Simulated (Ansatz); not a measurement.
Runs of Ansatz 0.2.0 on HfN. Symmetry: F-43m, No. 216, cubic system. Conventional cell: a = 4.910 Å, b = 4.910 Å, c = 4.910 Å, α = 90.00°, β = 90.00°, γ = 90.00°. Around Hf (site symmetry -43m) lie 4 N at 2.13 Å. N (site symmetry -43m) is surrounded by 4 Hf at 2.13 Å. The cell comes from a database or a generator and needn't be the stable form of this composition.

```tsv
task	level	cell	cutoff (eV)	points for each segment of the path	gap on the mesh (eV)	pressure (GPa)	relaxed volume (Å³/atom)
relaxation of cell and atoms	r2SCAN	relaxed	500	-	none	0.0	14.63
relaxation of cell and atoms	LDA	relaxed	420	-	none	0.0	(a)
relaxation of cell and atoms	RPBE	relaxed	420	-	none	0.0	15.13
band structure	PBEsol	as given	420	14	none	-5.0	-
relaxation of cell and atoms	revPBE	relaxed	420	-	none	0.0	(b)
```

Alike in all rows: potentials or basis Ansatz PAW; no spin polarisation; k mesh 9 × 9 × 9; smearing fermi-dirac 0.05 eV.

**Question.** Estimate the missing entries.

**Answer.** (a) 14.07; (b) 15.05.

Caveats: the PAW data sets come from PBE, with cores solved anew for the run's functional, which leaves a small shift of forces and pressure; the plane-wave basis is chosen anew once the cell has moved, so the energies of steps on either side of that aren't comparable (some runs); spin-orbit coupling is left out, which moves the levels of the heavy elements (some runs).

A k mesh can miss the band edges, and the runs leave out spin-orbit coupling on Hf.

A gap of «none» marks a metal or a gap under the smearing width.
